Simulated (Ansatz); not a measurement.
# CuO (P-1) in Ansatz: a series of runs

One crystal, CuO, is run at these levels: r2SCAN0 form with a typed share of exact exchange, r2SCAN0; tasks: single point.

All numbers are computed with Ansatz 0.2.0; they aren't measurements. Logs are shortened: lines on timing, memory, paths and dates and some standing lists are left out, and cuts for length are marked.

## (1) The crystal as given

The typed cell holds 4 atoms: a = 2.880 Å, b = 2.880 Å, c = 5.176 Å, α = 89.81°, β = 89.81°, γ = 89.22°.

The cell comes from a database or a generator and needn't be the stable form of this composition.

## (2) Single point, r2SCAN0 form with a typed share of exact exchange

input.yaml

```yaml
crystal:
  lattice:
    - [2.8795009639, 0.0, 0.0]
    - [0.039072758, 2.8792794796, 0.0]
    - [0.0174953863, 0.0172449008, 5.1763391994]
  atoms:
    - { symbol: Cu, position: [0.0, 0.5, 0.0] }
    - { symbol: Cu, position: [0.5, 0.0, 0.5] }
    - { symbol: O, position: [0.99842397, 0.00167178, 0.7498871] }
    - { symbol: O, position: [0.00157603, 0.99832822, 0.2501129] }
hamiltonian:
  xc: { exchange: r2scan, correlation: r2scan, exx: { coeff: 0.15 } }
  pseudopotentials: { kind: paw }
kpoints:
  mp_grid: { grid: [5, 5, 3] }
scf:
  occupations: { method: fermi_dirac, width: 0.05 }
output:
  forces: true
  stress: true
  eigenvalues: true
  write_density: true
  write_potential: true
  elf: true
  volumetric_format: npy
```

Potentials or basis: Ansatz PAW.

The run is started by

```bash
$ ansatz run input.yaml --threads 2 --pin off --max-ram 5632MiB --backend cpu --events-out ev --progress --plain --runs-dir out
```

Log:

```text
Warning: output.stress: scf.convergence.dr2_threshold = 1e-7 eV (the SCF's general default) is looser than the 4e-10 eV advised for a printed stress (1e-10 eV for each atom of the cell: 4). What an SCF threshold leaves in a stress goes as its square root, and in the free energy as the threshold itself, and one threshold admits the most on a small cell: of the crystals measured, under no hybrid functional and no lock of the moments, on runs that ended without the residual-converged pass, on stresses that held no estimate of that error, the worst erred by over 100 MPa in a component at 1e-7 eV an atom and by under 5 at 1e-10. Set scf.convergence.dr2_threshold to 4e-10 eV or tighter. The threshold is an SCF's pass mark: one that does not reach it within its budget of iterations ends unconverged, or closes short of it on a stop that the run arms, and scf.convergence.dr2_threshold's page says what that costs each kind of run
Warning: output.stress: scf.exx.energy_threshold = 1e-6 eV is looser than the 4e-8 eV advised for a stress under a hybrid functional (1e-8 eV for each atom of the cell: 4). Every SCF of the exchange loop can meet its threshold on dr2 while the loop round them stops early: no threshold on dr2 bounds what that leaves in the stress. Set scf.exx.energy_threshold to 4e-8 eV or tighter. The threshold is the loop's pass mark: a loop that does not reach it within its budget of cycles ends unconverged, and scf.exx.energy_threshold's page has the law
Warning: RAYON_NUM_THREADS=2 ignored (pool sized by the plan → 2); use --threads N
Engine: ansatz 0.2.0, aarch64-unknown-linux-gnu
Pseudopotentials: kind: paw
Pseudopotential: Cu, paw, valence charge 19, recommended cutoff 500 eV (meta_gga), Cu.paw.azcp
Pseudopotential: O, paw, valence charge 6, recommended cutoff 500 eV (meta_gga), O.paw.azcp
Functional definition: unnamed
  parameter a_1 = 0.15
  exchange = (1 - a_1)*r2scan_x + a_1*exact_x
  correlation = r2scan_c
Crystal: 4 atoms, lattice volume = 42.916 Å³
Basis set: ecut = 500 eV, 1087 PW (Γ), exchange–correlation on 96×96×160 points (64 copies of the dense FFT grid, shifted against one another)
Bands: 30, of which v1, the nominal top of the filled ones, is band 25 counted from 1 (24 counted from 0)
Symmetry: 2 space group operations
Space group: P-1 (ITA 2), of the structure as read, at distance tolerance 3.5e-5 Å
k-points: 38 of 75
Non-local potential: Cu, projectors of the file, l = 0: 3, l = 1: 2, l = 2: 3, l = 3: 1
Non-local potential: O, projectors of the file, l = 0: 2, l = 1: 2, l = 2: 1
PAW form: soft (Blöchl's): semilocal exchange-correlation on the pseudo side does not see the compensation charge
PAW frozen core: Cu, regenerated for the run's functional, and the local potential with it (the file was generated under x = pbe(κ = 0.804, μ = 0.2195149727645171), c = pbe(β = 0.06672455060314922))
PAW frozen core: O, regenerated for the run's functional, and the local potential with it (the file was generated under x = pbe(κ = 0.804, μ = 0.2195149727645171), c = pbe(β = 0.06672455060314922))
PAW one-centre angular grid: Cu, 590 points (default); XC on 160 Gauss nodes
PAW one-centre angular grid: O, 302 points (default); XC on 160 Gauss nodes
Initial density: superposition of atomic densities (neutral atoms: chi_scale 0, normalization atom), corrected by the library's trained network
Initial wavefunctions: pseudopotential atomic-orbital guess
Functional: x = r2scan, c = r2scan; τ floored in thin density (d = 2e-4 eV/Å³), warm-up for x = 0.85 r2scan + 0.15 exact, c = r2scan; τ floored in thin density (d = 2e-4 eV/Å³)
SCF iter   1: F=—  HF=-14397.296469 eV  |F-HF|=—  |Δ(HF+E_count)|=         —  Δρ=2.49e-2  dr2=1.39e-1  dr2_τ=7.90e-2  ethr=1.77e-3  ⟨swp⟩=9.8  Hψ=5108  notcnv=0
preconditioner: auto → none  [insulator: Δε(μ)=0.238 eV  Ē_g=12.104 eV  σ=0.050 eV  W_gap=0.79  n_scr=16 (ndim 8)  ℏωp=33.1 eV  f_vac=0.039  D(μ)=1.69/eV (n_scr^D=16)]
SCF iter   2: F=—  HF=-14397.349824 eV  |F-HF|=—  |Δ(HF+E_count)|=   5.34e-2  Δρ=2.49e-2  dr2=1.83e-1  dr2_τ=3.55e-3  ethr=2.78e-4  ⟨swp⟩=4.7  Hψ=3678  notcnv=0  defer=6
iter 3 solved again at ethr=1.39e-5 eV; its pass at ethr=2.78e-4 eV (dr2=6.97e-3 eV) is discarded
SCF iter   3: F=—  HF=-14397.304914 eV  |F-HF|=—  |Δ(HF+E_count)|=   4.49e-2  Δρ=6.20e-3  dr2=6.96e-3  dr2_τ=1.07e-3  ethr=1.39e-5  ⟨swp⟩=2.6  Hψ=4955  notcnv=0
SCF iter   4: F=—  HF=-14397.305925 eV  |F-HF|=—  |Δ(HF+E_count)|=   1.01e-3  Δρ=6.20e-3  dr2=1.34e-2  dr2_τ=1.33e-4  ethr=1.39e-5  ⟨swp⟩=2.1  Hψ=2146  notcnv=0  defer=7
SCF iter   5: F=—  HF=-14397.308181 eV  |F-HF|=—  |Δ(HF+E_count)|=   2.26e-3  Δρ=1.11e-2  dr2=4.60e-2  dr2_τ=2.06e-4  ethr=1.39e-5  ⟨swp⟩=3.3  Hψ=2672  notcnv=0  defer=13  recentre
SCF iter   6: F=—  HF=-14397.305121 eV  |F-HF|=—  |Δ(HF+E_count)|=   3.06e-3  Δρ=1.88e-4  dr2=1.15e-5  dr2_τ=8.55e-7  ethr=1.39e-5  ⟨swp⟩=3.4  Hψ=2359  notcnv=0  defer=1
SCF iter   7: F=—  HF=-14397.305158 eV  |F-HF|=—  |Δ(HF+E_count)|=   3.76e-5  Δρ=1.40e-4  dr2=4.57e-6  dr2_τ=2.88e-7  ethr=2.31e-8  ⟨swp⟩=4.5  Hψ=3648  notcnv=0
SCF iter   8: F=—  HF=-14397.305159 eV  |F-HF|=—  |Δ(HF+E_count)|=   5.75e-7  Δρ=1.54e-4  dr2=8.38e-6  dr2_τ=8.48e-8  ethr=9.13e-9  ⟨swp⟩=3.0  Hψ=2226  notcnv=0
[... 51 lines left out ...]
SCF iter   4: F=—  HF=-14393.523971 eV  |F-HF|=—  |Δ(HF+E_count)|=   1.06e-3  Δρ=8.67e-5  dr2=3.74e-6  dr2_τ=2.71e-8  ethr=7.86e-10  ⟨swp⟩=4.2  Hψ=4037  notcnv=0
SCF iter   5: F=—  HF=-14393.523971 eV  |F-HF|=—  |Δ(HF+E_count)|=   4.14e-7  Δρ=1.93e-5  dr2=8.99e-7  dr2_τ=8.30e-9  ethr=7.86e-10  ⟨swp⟩=3.0  Hψ=2665  notcnv=0
SCF iter   6: F=—  HF=-14393.523975 eV  |F-HF|=—  |Δ(HF+E_count)|=   4.12e-6  Δρ=2.65e-5  dr2=3.89e-7  dr2_τ=4.26e-9  ethr=1.87e-10  ⟨swp⟩=4.3  Hψ=3408  notcnv=0  defer=5
SCF iter   7: F=—  HF=-14393.523975 eV  |F-HF|=—  |Δ(HF+E_count)|=   4.30e-8  Δρ=6.10e-6  dr2=2.06e-7  dr2_τ=4.80e-10  ethr=1.87e-10  ⟨swp⟩=2.9  Hψ=2185  notcnv=0
Mixer restart at iter 7: flushing history
SCF iter   8: F=—  HF=-14393.523976 eV  |F-HF|=—  |Δ(HF+E_count)|=   8.49e-7  Δρ=2.50e-5  dr2=1.97e-7  dr2_τ=3.41e-9  ethr=8.92e-12  ⟨swp⟩=4.4  Hψ=3923  notcnv=0  defer=7
SCF iter   9: F=—  HF=-14393.523976 eV  |F-HF|=—  |Δ(HF+E_count)|=   2.90e-7  Δρ=8.37e-5  dr2=3.00e-6  dr2_τ=1.11e-8  ethr=8.92e-12  ⟨swp⟩=4.9  Hψ=4179  notcnv=0  defer=1  recentre
SCF iter  10: F=—  HF=-14393.523976 eV  |F-HF|=—  |Δ(HF+E_count)|=   1.81e-7  Δρ=2.98e-5  dr2=3.35e-7  dr2_τ=1.82e-9  ethr=8.92e-12  ⟨swp⟩=4.8  Hψ=4172  notcnv=0
SCF iter  11: F=—  HF=-14393.523976 eV  |F-HF|=—  |Δ(HF+E_count)|=   5.96e-8  Δρ=1.11e-5  dr2=6.76e-8  dr2_τ=1.56e-9  ethr=8.92e-12  ⟨swp⟩=4.3  Hψ=3719  notcnv=0  defer=9
SCF iter  12: F=—  HF=-14393.523976 eV  |F-HF|=—  |Δ(HF+E_count)|=   3.23e-8  Δρ=7.36e-6  dr2=3.04e-8  dr2_τ=5.06e-10  ethr=8.92e-12  ⟨swp⟩=4.3  Hψ=3518  notcnv=0  defer=6
SCF iter  13: F=—  HF=-14393.523976 eV  |F-HF|=—  |Δ(HF+E_count)|=   5.17e-8  Δρ=3.18e-6  dr2=1.02e-8  dr2_τ=1.62e-10  ethr=8.92e-12  ⟨swp⟩=4.3  Hψ=3366  notcnv=0  defer=8
SCF iter  14: F=—  HF=-14393.523976 eV  |F-HF|=—  |Δ(HF+E_count)|=   2.08e-8  Δρ=4.50e-6  dr2=1.16e-8  dr2_τ=8.24e-11  ethr=6.38e-12  ⟨swp⟩=4.0  Hψ=2716  notcnv=0  defer=10
SCF iter  15: F=—  HF=-14393.523976 eV  |F-HF|=—  |Δ(HF+E_count)|=   1.33e-8  Δρ=2.45e-6  dr2=3.82e-9  dr2_τ=3.25e-11  ethr=6.38e-12  ⟨swp⟩=3.3  Hψ=2296  notcnv=0  defer=12
SCF iter  16: F=-14393.523976 eV  HF=-14393.523976 eV  |F-HF|=3.67e-10  |Δ(HF+E_count)|=   1.97e-9  Δρ=1.06e-6  dr2=3.22e-10  dr2_τ=3.98e-12  ethr=5.84e-12  ⟨swp⟩=3.3  Hψ=2325  notcnv=0  defer=11
SCF 3 converged in 16 iterations: F = -14393.523976 eV  dr2 = 3.22e-10
  Residual-converged pass: ⟨swp⟩=3.6  Hψ=3080  notcnv=0  max |occ|·‖R‖ = 2.7e-7 eV (tolerance 2.7e-7 eV)  dr2=3.39e-10  dr2_τ=4.31e-12  dr2_onsite=1.53e-10  max |Δocc| = 1.8e-12
hybrid outer 2: dexx = +2.012e-5 eV, tail = 2.85e-8 eV, Δε = 1.72e-2 eV (about 1.13e-3 eV left of the loop's levels), ΔF = 2.16e-3 eV/Å (tail 4.34e-4)
hybrid SCF converged: 2 outer / 44 inner (+13 warm-up), last move |dexx| = 2.01e-5 eV, tail = 2.85e-8 eV
Stability not checked: this state was not tested for a lower state beside it, because the functional holds exact exchange (a hybrid, or Hartree-Fock), whose exchange loop this test does not read (fock_operator; see scf.lower_state_search)
Free energy (F): -14393.523976 eV
Frozen-core exchange: fock
Harris-Foulkes:  -14393.523976 eV  (|F-HF|=3.67e-10)
Internal energy: -14393.518238 eV  (E = F + TS)
E sigma→0 (E₀):  -14393.521107 eV
Entropy (-TS):   -0.005738 eV (-1.435 meV/atom)
Fermi energy:    11.210514 eV
--- Per-component energies (eV) ---
  E_band       = -1056.942265
  E_kinetic    = 944.881556
  E_local      = -10065.093559  (includes V_loc(G=0)·N_el)
  E_nonlocal   = 892.704365
  E_hartree    = 4376.081911
  E_xc         = -269.105801
  E_vxc        = -390.071868  (∫ρ·V_xc dr)
  E_exx        = -165.576642  (= α·E_x^exact, valence–valence)
  E_paw        = -3550.860650  (= ΣΔE_a)
  E_vpaw       = -884.894606  (= ΣTr[D̂ρ^β])
  E_aug_tail   = 0.002319  (compensation charges beyond the density's cutoff)
  E_vtau       = 24.518413  (kinetic-family band-sum trace: ∫τ·v_τ [+ j·A + Jᵃ·Aᵃ] dr)
  E_ewald      = -6555.698196
  E_core_change = -0.853540  (= ΣΔE_core)
  E_smearing   = -0.005738  (= −TS)
  E_closure    = -0.000001  (closes the sum)
  Σ components = -14393.523976   (vs F -14393.523976, Δ=-1.82e-12)
--- Forces (eV/Å), atoms counted from 1 ---
  atom   1  Cu     0.00000000     0.00000000     0.00000000
  atom   2  Cu     0.00000000     0.00000000     0.00000000
  atom   3  O      0.00917103     0.02495413    -0.03998708
  atom   4  O     -0.00917103    -0.02495413     0.03998708
  max |Σ_I F_I| component: 0.00e0 eV/Å
--- Stress (GPa, compression-positive) ---
       -1.540660      -0.049970       0.090304
       -0.049971      -1.435906       0.186479
        0.090305       0.186479      -4.208367
  P = ⅓ Tr σ = -2.3950 GPa (-23.950 kbar)
--- Band table (eV; the first three rows and the last of 38) ---
  k-point 0: bands = ["-108.9178", "-108.8773", "-64.1843", "-64.1572", "-64.1415", "-64.1100", "-63.8314", "-63.8025", "-11.6291", "-10.3070", "1.4175", "4.3595", "4.3908", "5.8604", "6.2651", "6.4036", "6.6467", "6.6564", "7.1542", "7.2171", "7.2405", "7.2481", "7.4808", "7.5996", "11.9583", "12.0044", "13.3834", "18.3145", "19.7692", "26.0032"]
  k-point 1: bands = ["-108.9177", "-108.8773", "-64.1842", "-64.1570", "-64.1414", "-64.1103", "-63.8313", "-63.8024", "-11.3405", "-10.6865", "2.4750", "4.4395", "4.4645", "4.8222", "5.9973", "6.0100", "6.1781", "6.2801", "7.1719", "7.2258", "7.2678", "7.4127", "8.1110", "8.1323", "11.5157", "11.5461", "14.6007", "16.5660", "22.3230", "25.8664"]
  k-point 2: bands = ["-108.9175", "-108.8770", "-64.1840", "-64.1568", "-64.1471", "-64.1089", "-63.8361", "-63.8022", "-11.4139", "-10.2378", "1.7951", "4.1421", "4.4944", "4.5755", "6.1479", "6.1838", "6.5595", "6.6739", "7.0433", "7.0675", "7.2069", "7.6809", "7.8074", "7.8143", "11.3913", "11.9065", "14.6088", "18.5411", "19.7335", "23.8324"]
  k-point 37: bands = ["-108.9166", "-108.8763", "-64.1983", "-64.1536", "-64.1460", "-64.1082", "-63.8352", "-63.8144", "-10.6778", "-10.2593", "3.1992", "3.2185", "3.9144", "4.2308", "5.1777", "5.6334", "6.7164", "6.8672", "6.9392", "7.2095", "7.3010", "7.5869", "7.7883", "8.2445", "10.2018", "11.3999", "16.4395", "17.5405", "21.8249", "23.0632"]
```

Run time: 90 s. Hardware: 2 threads of Arm Neoverse V1, shared host; peak memory 1.5 GiB.

What came out:

| Quantity | Value |
| --- | --- |
| Free energy | -14393.5240 eV |
| Pressure | -2.4 GPa |
| Largest force | 0.048 eV/Å |
| Band gap on the k mesh | none (metal or under the smearing width) |

Forces in eV/Å, atoms in the order of the input:
```
Cu   0.000  0.000  0.000
Cu   0.000  0.000  0.000
O    0.009  0.025 -0.040
O   -0.009 -0.025  0.040
```

Stress tensor (GPa, compression positive):
```
-1.54 -0.05  0.09
-0.05 -1.44  0.19
 0.09  0.19 -4.21
```

Caveat: the k mesh is coarse (spacing up to 0.44 Å⁻¹), so the values aren't converged, least of all with exact exchange; the run has no spin polarisation, though such a crystal can be magnetic; the PAW data sets come from PBE, with cores solved anew for the run's functional, which leaves a small shift of forces and pressure; the thresholds are loose for stress.

## (3) Single point, r2SCAN0

Changes to input.yaml since step 2:

```diff
@@ -11,3 +11,3 @@
 hamiltonian:
-  xc: { exchange: r2scan, correlation: r2scan, exx: { coeff: 0.15 } }
+  xc: { exchange: r2scan, correlation: r2scan, exx: { coeff: 0.25 } }
   pseudopotentials: { kind: paw }
```

Potentials or basis: Ansatz PAW.

The run is started by

```bash
$ ansatz run input.yaml --threads 2 --pin off --max-ram 5632MiB --backend cpu --events-out ev --progress --plain --runs-dir out
```

It took 2 min on 2 threads of Arm Neoverse V1, shared host; peak memory 1.5 GiB.

Results (log left out):

```
Free energy            : -14391.0817 eV
Pressure               : -3.2 GPa
Largest force          : 0.032 eV/Å
Band gap on the k mesh : none (metal or under the smearing width)
```

Forces in eV/Å, atoms in the order of the input:
```
Cu   0.000  0.000  0.000
Cu   0.000  0.000  0.000
O    0.005 -0.007  0.031
O   -0.005  0.007 -0.031
```

Stress tensor (GPa, compression positive):
```
-1.71 -0.06 -0.02
-0.06 -2.61 -0.01
-0.02 -0.01 -5.34
```

Levels at points of the mesh, in eV from the Fermi level:
```
           k point  band 21  band 22  band 23  band 24  band 25  band 26  band 27  band 28  band 29  band 30
(0.00, 0.00, 0.00)    -4.76    -4.72    -4.35    -4.06     0.99     1.05     2.62     7.59     9.23    15.35
```

Caveat: the k mesh is coarse (spacing up to 0.44 Å⁻¹), so the values aren't converged, least of all with exact exchange; the run has no spin polarisation, though such a crystal can be magnetic; the PAW data sets come from PBE, with cores solved anew for the run's functional, which leaves a small shift of forces and pressure; the thresholds are loose for stress.

(Continued in part 2 of 2.)
